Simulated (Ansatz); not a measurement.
**1T-MnO2 monolayer in a perpendicular field**

What dipole does a perpendicular field induce in the 1T-MnO2 monolayer, and does the gap follow? A positive field points along +c.

Main program and level: Ansatz 0.2.0; plane-wave DFT, PBE-D3(BJ), Ansatz PAW (set soft_1); PAW set soft_1.

This is a report of a sequence of runs, with most program output left out.

**1. Set-up**

The cell holds 3 atoms: 2 O and 1 Mn. Its edges and angles: a = 2.784 Å, b = 2.784 Å, c = 35.241 Å, α = 90.0°, β = 90.0°, γ = 120.0°. Vacuum lies along c.

**2. Relaxing the slab**

The starting cell is a guess, so the in-plane lattice and the atoms are relaxed first, with the slab cut off from its images along the normal.

input.yaml

```yaml
crystal:
  lattice:
    - [2.783753, 0.0, 0.0]
    - [-1.3918765, 2.4108008159, 0.0]
    - [0.0, 0.0, 35.2407170856]
  atoms:
    - { symbol: O, position: [0.6666666667, 0.3333333333, 0.4696272201] }
    - { symbol: Mn, position: [0.0, 0.0, 0.5], spin: 4.0 }
    - { symbol: O, position: [0.3333333333, 0.6666666667, 0.5303727799] }
  periodic: [true, true, false]
magnetization:
  spin_polarized: true
kpoints:
  mp_grid: { grid: [12, 12, 1] }
hamiltonian:
  xc: pbe
  dispersion: d3bj
  pseudopotentials: { kind: paw, azcp: { folder: soft_1 } }
scf:
  occupations: { method: fermi_dirac, width: 0.05 }
  convergence: { dr2_threshold: 1.0e-09 }
relax:
  f_tol: 0.004
  max_steps: 90
  cell: {}
output:
  write_potential: true
  write_density: true
  volumetric_format: npy
```

The run is started by

```sh
ansatz run input.yaml --threads 2 --pin off --max-ram 3072MiB --backend cpu --events-out ev --progress --plain --runs-dir out
```

Run time: 50 s. Hardware: 2 threads of Intel Xeon 6975P-C (Granite Rapids), shared host; peak memory 0.62 GiB.

Step by step:

| step | energy less that of the first step (eV) | largest force component (eV/Å) | volume (Å³) |
| --- | --- | --- | --- |
| 1 | 0.0000 | 1.4320 | 236.50 |
| 2 | -0.1600 | 0.4434 | 248.01 |
| 3 | -0.1700 | 0.0353 | 247.67 |
| 4 | -0.1710 | 0.0048 | 250.04 |
| 5 | -0.1709 | 0.0000 | 250.27 |
| 6* | -0.1826 | 0.0004 | 250.27 |
| 7 | -0.1824 | 0.0002 | 251.04 |
| 8* | -0.1829 | 0.0002 | 251.04 |

Relaxation steps marked * repeat the geometry before them on a plane-wave basis chosen anew for their cell, so energy and pressure can jump there.

The run keeps the 12 symmetry operations that it works with, so distortions that break them were not tested.

| cell as run | before | after | change |
| --- | --- | --- | --- |
| a (Å) | 2.784 | 2.868 | +3.0 % |
| b (Å) | 2.784 | 2.868 | +3.0 % |

The atoms that moved most (Å, along periodic axes as changes of fractional coordinates times the final cell, across vacuum about the mean position):

| atom | dx | dy | dz | length |
| --- | --- | --- | --- | --- |
| O1 | 0.000 | 0.000 | 0.112 | 0.112 |
| O3 | 0.000 | 0.000 | -0.112 | 0.112 |

The relaxed structure:

```xyz
3
Lattice="2.8680 0.0000 0.0000 -1.4340 2.4838 0.0000 0.0000 0.0000 35.2407" Properties=species:S:1:pos:R:3
O     1.4340    0.8279   16.6617
Mn    0.0000    0.0000   17.6204
O     0.0000    1.6559   18.5791
```

Numbers from this step:

```
total moment : 3.000 μB
site moments : 0.04535, 2.509, 0.04535 μB
```

Site moment by atom:

| atom | site moment (μB) |
| --- | --- |
| O1 | 0.05 |
| Mn2 | 2.51 |
| O3 | 0.05 |

The lattice constant a goes from 2.784 to 2.868 Å.

**3. Single point, field 0**

A sawtooth potential applies the field, turning back in the middle of the vacuum. With the dipole correction the typed value is the field outside the slab. The induced dipole is small, so the SCF threshold is tight.

The cell differs from the one that the last finished run ended in (c 35.241 → 19.917 Å).

input.yaml

```yaml
crystal:
  lattice:
    - [2.8680355074, 0.0, 0.0]
    - [-1.4340177537, 2.4837916083, 0.0]
    - [0.0, 0.0, 19.9173905066]
  atoms:
    - { symbol: O, position: [0.6666666667, 0.3333333333, 0.4518664228], spin: 0.05 }
    - { symbol: Mn, position: [0.0, 0.0, 0.5], spin: 2.51 }
    - { symbol: O, position: [0.3333333333, 0.6666666667, 0.5481335772], spin: 0.05 }
magnetization:
  spin_polarized: true
kpoints:
  mp_grid: { grid: [18, 18, 1] }
  band_path:
    path: [[0, 0, 0], [0.5, 0, 0], [0.33333333, 0.33333333, 0], [0, 0, 0]]
    npoints: 16
hamiltonian:
  xc: pbe
  dispersion: d3bj
  pseudopotentials: { kind: paw, azcp: { folder: soft_1 } }
scf:
  occupations: { method: fermi_dirac, width: 0.02585 }
  convergence: { dr2_threshold: 1.0e-10 }
efield:
  axis: 3
  dipole_correction: true
  ramp_position: 0.97
  ramp_width: 0.06
  amplitude: 0
output:
  dos: { projected: true, e_range: [-6, 5] }
  write_potential: true
  write_density: true
  volumetric_format: npy
  elf: true
```

Wall time 18 s (2 threads); peak memory 0.53 GiB; 34 s of CPU time.

Numbers from this step:

| Quantity | Value |
| --- | --- |
| site moments | 0.04536, 2.509, 0.04536 μB |
| gap on the k-mesh | 1.084 eV |
| dipole along the normal | -2.03e-9 e·Å |
| gap along the path | 1.084 eV |
| ionisation energy, upper face | 7.706 eV |
| electron affinity, upper face | 6.622 eV |
| gap, the smaller of path and mesh | 1.084 eV |

Running mean over a fixed 2.5 Å (it still follows the layers) of the planar mean; the ramp of the sawtooth is left out. Table of electron's electrostatic potential energy less the Fermi level by z:

| z (Å) | electron's electrostatic potential energy less the Fermi level (eV) |
| --- | --- |
| 3.0 | 7.14 |
| 3.5 | 7.14 |
| 4.0 | 7.14 |
| 4.5 | 7.14 |
| 5.0 | 7.14 |
| 5.5 | 7.13 |
| 6.0 | 7.13 |
| 6.5 | 7.10 |
| 7.0 | 6.94 |
| 7.5 | 5.75 |
| 8.0 | 2.87 |
| 8.5 | -1.48 |
| 9.0 | -6.57 |
| 9.5 | -10.5 |
| 10.0 | -11.9 |
| 10.5 | -9.98 |
| 11.0 | -5.76 |
| 11.5 | -0.668 |
| 12.0 | 3.44 |
| 12.5 | 6.07 |
| 13.0 | 6.99 |
| 13.5 | 7.11 |
| 14.0 | 7.13 |
| 14.5 | 7.13 |
| 15.0 | 7.14 |
| 15.5 | 7.14 |
| 16.0 | 7.14 |
| 16.5 | 7.14 |
| 17.0 | 7.14 |

The density of states has structure finer than the step of the table below, so its rows give means over 0.25 eV, whole bins alone (the curve runs from -6 to 2.49 eV). Peaks (eV: height): total -5.590: 4.67, -5.010: 4.47, -3.660: 4.67, -1.950: 6.44, 1.390: 8.18, 1.640: 8.36, 1.720: 8.96; up -5.720: 2.74, -4.370: 2.37, -1.950: 5.69, -1.620: 3.22, -1.040: 2.49, 1.750: 5.25, 2.240: 2.91; down -5.010: 3.39, -3.660: 3.61, -3.220: 3.62, 0.950: 4.44, 1.390: 7.52, 1.640: 6.47, 1.720: 4.65.

Table of density of states by energy, zero at the Fermi level of the run, which the smearing sets inside the gap; means over each step; values in states/eV a cell:

| energy (eV) | total | up | down |
| --- | --- | --- | --- |
| -5.75 | 3.20 | 1.94 | 1.25 |
| -5.50 | 3.31 | 1.38 | 1.92 |
| -5.25 | 2.48 | 0.808 | 1.67 |
| -5.00 | 3.38 | 1.18 | 2.20 |
| -4.75 | 2.19 | 1.06 | 1.13 |
| -4.50 | 3.24 | 1.44 | 1.80 |
| -4.25 | 2.40 | 1.79 | 0.607 |
| -4.00 | 1.73 | 1.65 | 0.0747 |
| -3.75 | 3.11 | 1.21 | 1.90 |
| -3.50 | 2.71 | 0.735 | 1.97 |
| -3.25 | 2.48 | 0.484 | 2.00 |
| -3.00 | 1.45 | 0.559 | 0.894 |
| -2.75 | 1.22 | 0.610 | 0.607 |
| -2.50 | 1.77 | 1.06 | 0.714 |
| -2.25 | 2.56 | 1.31 | 1.25 |
| -2.00 | 3.92 | 3.09 | 0.830 |
| -1.75 | 2.95 | 2.13 | 0.823 |
| -1.50 | 2.88 | 1.92 | 0.960 |
| -1.25 | 1.88 | 1.88 | 0 |
| -1.00 | 2.15 | 2.15 | 0 |
| -0.75 | 0.846 | 0.846 | 0 |
| -0.50 | 0.383 | 0.383 | 0 |
| -0.25 | 0 | 0 | 0 |
| 0.00 | 0 | 0 | 0 |
| 0.25 | 0 | 0 | 0 |
| 0.50 | 0.122 | 0 | 0.122 |
| 0.75 | 0.946 | 0 | 0.946 |
| 1.00 | 2.95 | 0 | 2.95 |
| 1.25 | 2.31 | 0.0197 | 2.29 |
| 1.50 | 4.08 | 1.54 | 2.54 |
| 1.75 | 5.07 | 2.65 | 2.42 |
| 2.00 | 2.32 | 1.33 | 0.990 |
| 2.25 | 1.90 | 1.88 | 0.0194 |

Projected DOS per atom over height of the atomic layer and energy from the Fermi level. Layers: O Mn O from below.

Values in states/eV, 22 rows by 3 columns, each cell a mean:
```
0.34 0.63 0.34
0.49 1.46 0.49
0.73 3.54 0.73
0.12 2.05 0.12
0.09 1.51 0.09
0.00 0.06 0.00
0.00 0.00 0.00
0.03 0.07 0.03
0.29 0.57 0.29
0.49 1.02 0.49
1.01 0.90 1.01
0.98 1.65 0.98
0.77 0.75 0.77
0.53 0.27 0.53
0.75 0.45 0.75
1.00 0.70 1.00
0.76 0.77 0.76
0.84 0.89 0.84
0.91 0.81 0.91
1.14 0.80 1.14
0.96 0.94 0.96
0.92 1.05 0.92
```
Columns: height of the atomic layer (Å) from 9 to 10.9; rows upwards: energy from the Fermi level (eV) from -5.96 to 2.5.

Projected DOS per atom, spin up over height of the atomic layer and energy from the Fermi level. Layers: O Mn O from below.

Ten even steps from '0' (0.00 states/eV) to '9' (1.61 states/eV), each cell a mean:
```
232
252
373
000
000
000
000
000
131
363
353
393
141
111
010
111
232
343
222
212
222
343
```
Columns: height of the atomic layer (Å) from 9 to 10.9; rows upwards: energy from the Fermi level (eV) from -5.96 to 2.5.

Projected DOS per atom, spin down over height of the atomic layer and energy from the Fermi level. Layers: O Mn O from below.

Values in states/eV, 22 rows by 3 columns, each cell a mean:
```
0.01 0.03 0.01
0.09 0.65 0.09
0.21 2.37 0.21
0.12 2.05 0.12
0.09 1.51 0.09
0.00 0.06 0.00
0.00 0.00 0.00
0.00 0.00 0.00
0.00 0.00 0.00
0.00 0.00 0.00
0.45 0.02 0.45
0.41 0.04 0.41
0.48 0.07 0.48
0.27 0.09 0.27
0.60 0.23 0.60
0.79 0.39 0.79
0.34 0.17 0.34
0.30 0.16 0.30
0.53 0.35 0.53
0.74 0.53 0.74
0.62 0.48 0.62
0.43 0.28 0.43
```
Columns: height of the atomic layer (Å) from 9 to 10.9; rows upwards: energy from the Fermi level (eV) from -5.96 to 2.5.

Deep bands are left out, so band numbers here count from the lowest band kept and differ from the log's. The electronic bands at the labelled points (eV, zero at the Fermi level of the run, which the smearing sets inside the gap; # counts the bands kept):

| point | up #7 | up #8 | up #9 | up #10 | down #6 | down #7 | down #8 | down #9 |
| --- | --- | --- | --- | --- | --- | --- | --- | --- |
| Γ | -1.77 | -1.77 | -0.62 | 2.50 | -1.71 | 0.51 | 0.51 | 2.12 |
| halfway | -1.42 | -1.30 | -0.79 | 1.39 | -1.50 | 0.92 | 1.33 | 1.92 |
| M | -2.21 | -2.15 | -1.41 | 1.77 | -2.28 | 0.78 | 1.27 | 1.57 |
| halfway | -2.28 | -1.67 | -1.09 | 1.76 | -2.45 | 0.92 | 1.39 | 1.65 |
| K | -2.52 | -1.16 | -1.16 | 1.71 | -3.08 | 0.88 | 1.67 | 1.67 |
| halfway | -1.78 | -0.99 | -0.91 | 1.55 | -1.52 | 1.17 | 1.41 | 1.77 |
| Γ | -1.77 | -1.77 | -0.62 | 2.50 | -1.71 | 0.51 | 0.51 | 2.12 |

Spin density in the ca plane at fractional y = 0.000, with atoms of Mn within 0.2 Å of it.

Ten even steps from '0' (0.0 e/Å³) to '9' (4.8 e/Å³), each cell a mean:
```
00000000000000000000002651000000000000000000
00000000000000000000000110000000000000000000
00000000000000000000000000000000000000000000
00000000000000000000000000000000000000000000
00000000000000000000000000000000000000000000
00000000000000000000000000000000000000000000
00000000000000000000001330000000000000000000
00000000000000000000003982000000000000000000
```
Columns run along c (16.0 Å, from fractional 0.07 to 0.88 of the cell), rows up along a (2.9 Å). Atoms in or near the plane, at fractional coordinates: Mn at (0.50, 0.00).

ELF in the ca plane at fractional y = 0.000, with atoms of Mn within 0.2 Å of it. It is the smooth field of the valence electrons, not physical close to the nuclei.

Ten even steps from '0' (0.00) to '9' (0.75), each cell a mean:
```
00000000000000000000126985210000000000000000
00000000000000000001222442221000000000000000
00000000000000000025663113664200000000000000
00000000000000000147885226886310000000000000
00000000000000000136874125885310000000000000
00000000000000000013442222443100000000000000
00000000000000000000114774110000000000000000
00000000000000000000137996200000000000000000
```
Columns run along c (16.0 Å, from fractional 0.07 to 0.88 of the cell), rows up along a (2.9 Å). Atoms in or near the plane, at fractional coordinates: Mn at (0.50, 0.00).

ELF of down spins in the ca plane at fractional y = 0.000, with atoms of Mn within 0.2 Å of it. It is the smooth field of the valence electrons, not physical close to the nuclei.

Values, 5 rows by 16 columns, each cell a mean:
```
0.00 0.00 0.00 0.00 0.00 0.00 0.02 0.09 0.57 0.22 0.05 0.00 0.00 0.00 0.00 0.00
0.00 0.00 0.00 0.00 0.00 0.00 0.13 0.51 0.18 0.43 0.29 0.02 0.00 0.00 0.00 0.00
0.00 0.00 0.00 0.00 0.00 0.01 0.20 0.66 0.29 0.61 0.42 0.03 0.00 0.00 0.00 0.00
0.00 0.00 0.00 0.00 0.00 0.00 0.08 0.34 0.22 0.30 0.19 0.01 0.00 0.00 0.00 0.00
0.00 0.00 0.00 0.00 0.00 0.00 0.01 0.05 0.68 0.25 0.02 0.00 0.00 0.00 0.00 0.00
```
Columns run along c (16.0 Å, from fractional 0.07 to 0.88 of the cell), rows up along a (2.9 Å). Atoms in or near the plane, at fractional coordinates: Mn at (0.50, 0.00).

The gap is 1.08 eV, with the valence edge 7.71 eV and the conduction edge 6.62 eV under the upper vacuum level.

**4. Atoms held, field 0.1 V/Å**

Changes to input.yaml since step 3:

```diff
@@ -26,7 +26,6 @@
   dipole_correction: true
-  ramp_position: 0.97
-  ramp_width: 0.06
-  amplitude: 0
+  ramp_position: 0.9247
+  ramp_width: 0.1506
+  amplitude: 0.1
 output:
-  dos: { projected: true, e_range: [-6, 5] }
   write_potential: true
@@ -34,2 +33 @@
   volumetric_format: npy
-  elf: true
```

It took 20 s on 2 threads; peak memory 0.51 GiB; 36 s of CPU time.

The dipole is 0.0119 e·Å, and the gap 1.084 eV.

**5. Atoms held, field -0.1 V/Å**

Changes to input.yaml since step 4:

```diff
@@ -28,3 +28,3 @@
   ramp_width: 0.1506
-  amplitude: 0.1
+  amplitude: -0.1
 output:
```

Wall time 18 s (2 threads); peak memory 0.54 GiB.

The dipole is -0.0119 e·Å, and the gap 1.084 eV.

**6. Response, atoms held**

This step: plane-wave DFT, PBE-D3(BJ), Ansatz PAW (set soft_1); response to a field along the normal, atoms held; PAW set soft_1 (Ansatz 0.2.0).

The dipoles give the slope, and the difference of two potentials shows where the field is screened.

This step gave:

| Item | Value |
| --- | --- |
| equivalent conductor thickness p/(ε₀AE) | 3.035 Å |
| distance between the outer atoms | 1.917 Å |

The dipole of the cell by applied field:

| applied field (V/Å) | dipole of the cell (e·Å) |
| --- | --- |
| -0.1000 | -0.0119 |
| 0.0000 | 0 |
| 0.1000 | 0.0119 |

The total moment stays at 3 μB for applied field from -0.1 to 0.1 V/Å.

Local field over the applied field, running mean. From the potentials at -0.1 and 0.1 V/Å; running mean over 2.5 Å. The local field over applied field by z:

z (Å), local field over applied field and a bar from the least value:
```
     4.13      1.000 ##############################
     4.43      1.000 ##############################
     4.72      1.000 ##############################
     5.02      0.999 ##############################
     5.46      0.998 ##############################
     5.75      0.996 ##############################
     6.05      0.992 ##############################
     6.34      0.984 #############################
     6.64      0.967 #############################
     6.93      0.936 ############################
     7.23      0.884 ##########################
     7.52      0.810 #######################
     7.97      0.671 ###################
     8.26      0.565 ###############
     8.56      0.458 ###########
     8.85      0.355 #######
     9.15      0.261 ####
     9.44      0.185 ##
     9.74      0.141 
    10.18      0.141 
    10.48      0.185 ##
    10.77      0.261 ####
    11.07      0.355 #######
    11.36      0.458 ###########
    11.66      0.565 ###############
    11.95      0.671 ###################
    12.39      0.810 #######################
    12.69      0.884 ##########################
    12.98      0.936 ############################
    13.28      0.967 #############################
    13.57      0.984 #############################
    13.87      0.992 ##############################
    14.16      0.996 ##############################
    14.46      0.998 ##############################
    14.90      0.999 ##############################
    15.20      1.000 ##############################
    15.49      1.000 ##############################
    15.79      1.000 ##############################
```

Electrons, planar mean, per unit field. Induced electron density against z:

z (Å), induced electron density (e/Å³ per V/Å) and a bar from the least value:
```
      4.5    0.00000 ###############
      5.0    0.00000 ###############
      5.5    0.00001 ###############
      6.0    0.00003 ################
      6.5    0.00009 ################
      7.0    0.00033 #################
      7.5    0.00103 ####################
      8.0    0.00272 ##########################
      8.5    0.00365 ##############################
      9.0    0.00202 ########################
      9.5    0.00050 #################
     10.0   -0.00002 ###############
     10.5   -0.00088 ############
     11.0   -0.00200 #######
     11.5   -0.00388 
     12.0   -0.00238 ######
     12.5   -0.00086 ############
     13.0   -0.00026 ##############
     13.5   -0.00008 ###############
     14.0   -0.00002 ###############
     14.5   -0.00001 ###############
     15.0    0.00000 ###############
     15.5    0.00000 ###############
```

By hand: between -0.1 and 0.1 V/Å the dipole changes by 0.02389 e·Å, a slope of 0.1195 e·Å²/V. A perfect conductor of thickness t has p = ε₀AEt, so t = 180.95 × 0.1195 / 7.124 = 3.03 Å (e/ε₀ = 180.95 V·Å, A in Å²).

The induced dipole is that of a conductor 3.03 Å thick.

**7. Results**

| Item | Value |
| --- | --- |
| gap without field | 1.08 eV |
| ionisation energy, upper face | 7.71 eV |
| electron affinity, upper face | 6.62 eV |
| equivalent conductor thickness, atoms held | 3.03 Å |

In words: The induced dipole equals that of a perfect conductor 3.03 Å thick, while the outer atoms lie 1.92 Å apart; an out-of-plane ε follows only once a thickness t is chosen, by 1 − 1/ε = 3.03 Å / t. The gap stays within 0.01 eV of 1.08 eV over the fields run, up to 0.1 V/Å in size. Semilocal functionals give gaps that are too small, and excitons are not included. The magnetic order is the one reached from the typed start; other orders were not compared.

[Logs are printed without paths, hosts, clocks, repeated set-up lines and the standing remarks that a program may print on its own settings, such as how far it seeks lower states.]

[Hosts, paths, dates, database ids (printed as entryN), source tags and the programs' standing remarks are cut or masked in the printed files.]

[Maps of the electrostatic potential energy from Ansatz leave out the sawtooth potential of an applied field or a dipole correction, so their vacuum need not be flat; planar profiles and work functions include it.]
